The bulk modulus B measures resistance to uniform squeezing: the pressure applied, divided by the fraction of volume lost, for a very small squeeze. Here the energy of diamond was computed at several volumes and a smooth curve was laid through the points. The minimum of the curve gives the rest volume, and its curvature there gives B. Each computed value therefore belongs to the cell that its own functional prefers.

Bulk modulus of diamond (Fd-3m, 2-atom cell) from Kohn–Sham DFT in ABINIT 10.8.3, SIRIUS 7.12.0 and FLEUR MaX-R8.1 (patched build s14), without spin polarisation and with 0.05 eV Fermi–Dirac smearing. Each value is fitted to energies at five or seven volumes around the listed cell, 5.67 Å³/atom. The measured value is 442 GPa, from ultrasound (arXiv:cond-mat/0702656).

| program | functional | how the value is got | potentials or basis | wave cutoff (eV) | k-mesh | computed bulk modulus (GPa) | computed over measured, less one (%) |
| --- | --- | --- | --- | --- | --- | --- | --- |
| ABINIT 10.8.3 (1) | BLYP | fit, rest volume 5.89 Å³/atom | PseudoDojo NC SR PBE v0.4.1 standard | 1116 | 13x13x13 | 398.4 | -9.9 |
| ABINIT 10.8.3 (2) | BLYP+D3 | fit, rest volume 5.75 Å³/atom | JTH PAW PBE v2.0 | 544 | 13x13x13 | 409.2 | -7.4 |
| ABINIT 10.8.3 (3) | RPBE | fit, rest volume 5.77 Å³/atom | JTH PAW PBE v2.0 | 544 | 13x13x13 | 421.6 | -4.6 |
| ABINIT 10.8.3 (4) | BP86 | fit, rest volume 5.73 Å³/atom | JTH PAW PBE v2.0 | 544 | 13x13x13 | 427.9 | -3.2 |
| ABINIT 10.8.3 (5) | WC | fit, rest volume 5.65 Å³/atom | PseudoDojo NC SR PBEsol v0.4.1 standard | 1116 | 13x13x13 | 446.2 | 1.0 |
| ABINIT 10.8.3 (6) | WC | fit, rest volume 5.61 Å³/atom | JTH PAW PBE v2.0 | 544 | 13x13x13 | 452.0 | 2.3 |
| SIRIUS 7.12.0 | LDA | fit, rest volume 5.51 Å³/atom | all electron FP LAPW | n/a | 13x13x13 | 469.1 | 6.1 |
| FLEUR MaX-R8.1 (patched build s14) | BH | fit, rest volume 5.53 Å³/atom | all electron | n/a | 13x13x13 | 477.0 | 7.9 |

The method fails at both ends of the table. BLYP makes diamond 9.9% too soft against the measured value, while the two local-density rows make it 6.1 and 7.9% too stiff. The functional labelled BH in the FLEUR row is the von Barth–Hedin form of the local density approximation, so it belongs with the LDA row from SIRIUS.

The rest volume gives the failure away. The listed cell, 5.67 Å³ per atom, lies close to the real volume of diamond. Every row that rests at a larger volume comes out softer than the measurement, and every row that rests at a smaller one comes out stiffer. The size of the error mostly follows the volume too, although the order is broken within two close pairs, SIRIUS with FLEUR and BLYP+D3 with RPBE.

The link between volume and stiffness is a property of the bond. A carbon–carbon bond resists further compression ever more strongly as it is shortened, and it yields more easily once it is stretched. A functional that sets the bonds too long thus reads the stiffness at a softer point of the curve. Along the energy curve of any one row, one per cent of extra volume costs roughly four per cent of the bulk modulus.

This can be turned into an estimate that carries each row to the listed cell. If B grows with pressure at a constant rate B′, it follows from the definition of B that

B(V) = B₀ · (V₀/V)^B′

where V₀ is the rest volume, B₀ the bulk modulus there and V the volume of interest. The constants V₀, B₀ and B′ come from the row's own energy curve. The fitted rest volumes used here differ from the labels in the table by less than a hundredth of an Å³ per atom. For BLYP the rest volume is 3.94% above the listed cell and B′ is 3.725, so B = 398.4 GPa × 1.0394^3.725 ≈ 460 GPa.

The softest row has become the stiffest. Over the whole table the spread shrinks from 79 to 40 GPa, and the order of the rows is largely reversed, as the output printed after this text shows. The pressures of the six ABINIT runs provide a separate test, because their change with volume gives B without the energy fit. They agree with the estimate to within 5 GPa and also put BLYP on top. The runs carry a warning that pressures at a fixed basis lie under the slope of the energies, but a steady offset drops out of their change with volume.

BLYP's low bulk modulus therefore does not mean that it describes a weakly curved bond. It means that BLYP lets the crystal swell. The reversal also shows that a wrong volume is not the whole error, for otherwise all rows would agree once they shared a cell. At the listed cell BLYP is about 4% too stiff and LDA in SIRIUS about 5% too soft against the measured value. Moving to the real volume thus exchanges one error for a smaller one of opposite sign in every row except BLYP+D3, whose error shrinks but keeps its sign. Where only one or two per cent remain, the sign carries little weight.

BLYP's two errors, too soft at its own rest volume and too stiff at the listed cell, can be traced to one outward push. At equal volume, BLYP gives a higher pressure than WC with the same kind of potential, by 17 GPa in the largest cell and by 19 GPa in the smallest. The push swells the crystal, which softens it. Because the push also grows as the cell shrinks, it adds some resistance to compression at any fixed volume.

The softening wins by a wide margin. Between these two rows, the difference in rest volume lowers the BLYP value by 67 GPa, while the growing push raises it by 19 GPa. The net loss of 48 GPa is what the table shows. The push itself is about 18 GPa at the listed cell, so each GPa of push costs between two and three GPa of bulk modulus.

The same exchange rate can be tried on other functionals. RPBE and WC, both with PAW potentials, differ in estimated pressure at the listed cell by about 13 GPa, which suggests that RPBE should be some 33 GPa softer. The table has it 30 GPa softer. For BLYP+D3 the rate fails, since the loss against the same WC row is about half as large again as predicted. The computed pressures show why: the excess of BLYP+D3 over WC hardly changes with volume, so it adds no resistance to offset the softening. Scatter in the energy fit is not the cause, since the pressures alone give nearly the same bulk modulus.

Theory suggests where the push comes from. The local density approximation treats each point of the crystal as part of a uniform electron gas, and it is known to bind solids too tightly. Gradient corrections to exchange lower the energy where the density varies strongly. Stretching the bonds makes the density more uneven, so these corrections favour a larger cell. The exchange part of BLYP responds strongly to such gradients. That of WC responds less to the moderate ones typical of solids, which helps to place it between BLYP and the local density approximation.

Exchange is probably not the only source, as BP86 shows. It has the same exchange part as BLYP, yet with PAW potentials its pressure at the listed cell lies only about 9 GPa above that of WC, half of BLYP's 18 GPa. Much of the remainder may come from BLYP's correlation part, which, unlike that of BP86, does not reproduce the uniform electron gas.

The potentials blur this picture somewhat. Those used in ABINIT were generated for PBE or PBEsol rather than for the functional being run, and how much of BLYP's push stems from this mismatch is untested. All four PAW runs also warn of overlapping PAW spheres. They share one potential set and the same cells, so part of the effect should cancel when they are compared with each other, but its size is likewise untested. A sense of scale comes from WC, whose bulk modulus shifts by 5.8 GPa between its two potentials. The two local-density rows, which differ in program, basis and parametrisation, lie 7.9 GPa apart. Both shifts are small beside the 79 GPa between the extremes of the table, so the choice of functional dominates there. At the listed cell the case is weaker, since the two local-density rows lie 13 GPa apart in a spread of 40 GPa.

The same comparison guards against crediting the D3 dispersion correction too quickly. The BLYP+D3 value lies 10.8 GPa above plain BLYP, but potential and cutoff changed along with the correction. As the WC rows contain no D3 and still shift by about half that amount, the effect of dispersion cannot be read from this pair.

Close to the measurement, the table loses its power to rank. Real diamond is softened slightly by zero-point and thermal motion, and the calculations leave this out. A perfect static calculation should thus land slightly above the measured value, where both WC rows lie. Their errors of 1.0 and 2.3% don't show which potential is better.

For practical work, the rest volume should be checked before a computed bulk modulus is trusted. If it is too large, the modulus is probably too low, and a change of program alone is unlikely to cure it. If the crystal is instead held at its measured size, the sign of the error can flip. With BLYP, such a cell also carries a false pressure of about 17 GPa before any real strain is applied.

Printed output of the fit:

```
Own rest volume and common listed cell:
                                 row  rest volume over listed cell less one in %  pressure derivative  estimated pressure at listed cell in GPa  bulk modulus at listed cell in GPa  that over measured less one in %
                   ABINIT 10.8.3 (1)                                       3.943                3.725                                     16.57                               460.1                             4.105
                   ABINIT 10.8.3 (2)                                       1.282                4.643                                     5.368                               434.1                            -1.779
                   ABINIT 10.8.3 (3)                                       1.753                4.085                                     7.594                               452.6                             2.406
                   ABINIT 10.8.3 (4)                                      0.9676                4.115                                     4.203                               445.2                            0.7269
                   ABINIT 10.8.3 (5)                                      -0.332                3.675                                    -1.475                               440.8                           -0.2725
                   ABINIT 10.8.3 (6)                                      -1.119                3.779                                    -4.981                               433.2                            -1.993
                       SIRIUS 7.12.0                                      -2.893                3.715                                    -13.05                               420.6                            -4.832
  FLEUR MaX-R8.1 (patched build s14)                                      -2.462                3.792                                    -11.35                                 434                            -1.812
Largest gap between estimate and pressure slope in the six ABINIT rows, GPa: 4.495
BLYP without D3 at listed cell from pressure slope, GPa: 459.6
WC norm-conserving at listed cell from pressure slope, GPa: 441.5
Spread of bulk moduli at own rest volumes, GPa: 78.6
Spread of bulk moduli at listed cell, GPa: 39.5
Rank correlation of rest volume with bulk modulus at own rest volume: -0.9524
Rank correlation of rest volume with bulk modulus at listed cell: 0.9048
BLYP less WC (both norm-conserving) at own rest volumes, GPa: -47.8
BLYP less WC (both norm-conserving) at listed cell, GPa: 19.35
Part of that difference due to the different rest volumes, GPa: -67.15
Pressure of BLYP less WC at smallest cell 5.33 A3 per atom, GPa: 19.18
Pressure of BLYP less WC at listed cell, GPa: 18.01
Pressure of BLYP less WC at largest cell 6.01 A3 per atom, GPa: 16.99
WC with PAW less WC with norm-conserving potential, own rest volumes, GPa: 5.8
FLEUR less SIRIUS, both local density, own rest volumes, GPa: 7.9
BLYP+D3 with PAW less BLYP norm-conserving, own rest volumes, GPa: 10.8
```
